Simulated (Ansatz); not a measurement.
# Be₂C: one input, then a changed one

The cell is COD entry 9009053, as deposited and not checked against the literature; nothing was relaxed.

First run: DFT, PBE, all-electron PAW with datasets made for the crystal, scalar-relativistic (Ansatz 0.2.0).

Command: `ansatz run input.yaml --threads 1 --pin off --max-ram 4096MiB --backend cpu --events-out ev --progress --plain --runs-dir out` The run took 6.1 s on 1 thread of Arm Neoverse V2, on a shared host, peak memory 0.37 GiB.

```yaml
crystal:
  lattice:
    - [0.0, 2.165, 2.165]
    - [2.165, 0.0, 2.165]
    - [2.165, 2.165, 0.0]
  atoms:
    - { symbol: Be, position: [0.25, 0.25, 0.25] }
    - { symbol: Be, position: [0.75, 0.75, 0.75] }
    - { symbol: C, position: [0.0, 0.0, 0.0] }
kpoints:
  mp_grid: { grid: [14, 14, 14] }
  band_path:
    path:
      - [0.0, 0.0, 0.0]
      - [0.5, 0.0, 0.5]
      - [0.625, 0.25, 0.625]
      - [0.375, 0.375, 0.75]
      - [0.0, 0.0, 0.0]
      - [0.5, 0.5, 0.5]
      - [0.5, 0.25, 0.75]
      - [0.5, 0.0, 0.5]
    npoints: 8
scf:
  occupations: { method: fermi_dirac, width: 0.08 }
hamiltonian:
  xc: pbe
  pseudopotentials: { kind: all_electron, datasets: crystal }
output:
  forces: true
  stress: true
  eigenvalues: true
  efg: { contact_densities: true }
```

Result: converged; pressure -0.33 GPa; gap on the k mesh 1.17 eV; 7 SCF iterations.

The input is then changed:

```diff
@@ -22,5 +22,6 @@
     npoints: 8
 scf:
-  occupations: { method: fermi_dirac, width: 0.08 }
+  occupations: { method: tetrahedron }
+  lower_state_search: standard
 hamiltonian:
   xc: pbe
@@ -31,3 +32,5 @@
   eigenvalues: true
   efg: { contact_densities: true }
+basis:
+  xc_grid: 3
```

**Question.** Predict the outcome of the changed run.

**Answer.** It converged; energy at zero smearing 0.0 meV/atom from the first run; pressure -0.33 GPa; gap on the k mesh 1.17 eV; 7 SCF iterations.

The results part of its log:

```
SCF 1 converged in 7 iterations: F = -1841.394117 eV  dr2 = 3.51e-8
  Residual-converged pass: ⟨swp⟩=2.0  Hψ=1662  notcnv=0  max |occ|·‖R‖ = 6.3e-6 eV (tolerance 6.5e-6 eV)  dr2=3.56e-8  dr2_onsite=9.71e-9  max |Δocc| = 0.0e0
  greatest PAW one-centre occupation: 0.534 electrons in one spin orbital (limit 2), on the C atom at site 2 (counted from 0), in its partial waves of l = 0
NSCF: frozen V_eff on 57 k-points
SCF converged after 7 iterations
Stability not checked: this state was not tested for a lower state beside it, because cold or Methfessel-Paxton smearing, or corrected tetrahedra, fill the levels in a way that the test cannot read (fill_not_monotonic; see scf.lower_state_search)
Free energy (F): -1841.394117 eV
Harris-Foulkes:  -1841.394117 eV  (|F-HF|=2.49e-8)
Internal energy: -1841.394117 eV  (E = F + TS)
E sigma→0 (E₀):  -1841.394117 eV
Past the cutoff: the bands carry plane waves up to 1.75 times it, of which those up to 1.5 times it add -0.000114 eV an atom, each by itself; the spheres take 0.000083 eV an atom off the energy for waves past 1.75 times it
By the cutoff:   a pressure is off by up to 0.008 GPa (1.2 times the spheres' own share and the shells' term, over an atom's volume, and 0.004 GPa: a bound that held against runs at twice the plane waves)
Past the cutoffs: a stress includes 0.0071 GPa for waves and charges beyond them, in addition to the slope of what the spheres take
In the spheres:  the bands' charges fall short by 3.7e-7 e at most (sound up to 1e-3), those of shells solved beside the bands by 1.2e-8 e (sound up to 5e-4)
Fermi energy:    10.049539 eV
--- Per-component energies (eV) ---
  The terms above E_closure are by the made datasets' own strengths, without shells solved beside the bands.
--- Forces (eV/Å), atoms counted from 1 ---
  atom   1  Be     0.00000000     0.00000000     0.00000000
  atom   2  Be     0.00000000     0.00000000    -0.00000000
  atom   3  C     -0.00000000     0.00000000     0.00000000
  max |Σ_I F_I| component: 5.55e-17 eV/Å
--- Stress (GPa, compression-positive) ---
       -0.326794       0.000000      -0.000000
        0.000000      -0.326794       0.000000
       -0.000000       0.000000      -0.326794
  P = ⅓ Tr σ = -0.3268 GPa (-3.268 kbar)
  It holds what live shells' own plane waves past their cutoff add
--- PAW observables at the nuclei: V_zz in 10²¹ V/m², potentials from the cell's mean, atoms counted from 1 ---
  atom   1  Be V_zz =    -0.000000   η = 0.0000   by run symmetry: forbidden
            electrostatic potential = -244.472229 V   contact ρ = 238.615345 e/Å³
  atom   2  Be V_zz =    -0.000000   η = 0.0000   by run symmetry: forbidden
            electrostatic potential = -244.472229 V   contact ρ = 238.615345 e/Å³
  atom   3  C  V_zz =    +0.000000   η = 0.0000   by run symmetry: forbidden
            electrostatic potential = -416.762009 V   contact ρ = 866.031824 e/Å³
--- Band table (eV; the first three rows and the last of 104) ---
  k-point 0: bands = ["-4.9769", "10.0495", "10.0495", "10.0495", "14.1808", "14.1808"]
  k-point 1: bands = ["-4.8956", "9.2996", "9.8836", "9.8836", "14.4229", "14.4229"]
  k-point 2: bands = ["-4.6530", "7.7585", "9.5016", "9.5016", "14.9671", "14.9671"]
  k-point 103: bands = ["-1.0655", "3.8630", "3.9372", "4.3763", "15.2978", "18.6624"]
```
